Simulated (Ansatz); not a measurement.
**AlO under changes of volume**

One of the cells (10.618 Å³/atom); the others are scaled copies at fixed shape and fractional positions:

```
Al O
1.0
     2.76919    0.00000    0.00000
     0.00000    2.76919    0.00000
     0.00000    0.00000    2.76919
Al O
1 1
Direct
  0.50000 0.50000 0.50000
  0.00000 0.00000 0.00000
```

The cell was built by a generator and needn't be a form met in nature.

- Program: Ansatz 0.2.0
- Functional: PBE
- Potentials or basis: Ansatz NC
- Cutoff: 1240 eV (not typed: the program's choice for these potentials)
- k mesh: 10 × 10 × 10
- Occupations: fermi-dirac, width 0.05 eV
- Spin: no spin polarisation

```csv
volume (Å³/atom),energy over the lowest point (meV/atom),pressure (GPa)
9.981,17.00,9.1
10.193,?,?
10.405,1.74,2.8
10.618,0.00,0.0
10.830,1.74,-2.5
11.042,6.65,-4.7
11.255,14.43,-6.8
```

**Question.** What does the run at 10.193 Å³/atom give?

**Answer.** Energy over the lowest point 7.29 meV/atom; pressure 5.8 GPa.

Worked out: A Birch-Murnaghan fit of order 3 (a polynomial in V^(-2/3)) to the other rows has its minimum at 10.61 Å³/atom with B0 = V·E''(V) = 131 GPa and B' = 3.8. It gives 7.27 meV/atom at 10.193 Å³/atom, against the run's 7.29, and -dE/dV = 5.7 GPa, against 5.8.

Energies are extrapolated to zero smearing.

Caveats: an odd number of electrons without spin polarisation forces a metal; a magnetic or distorted state may lie lower.
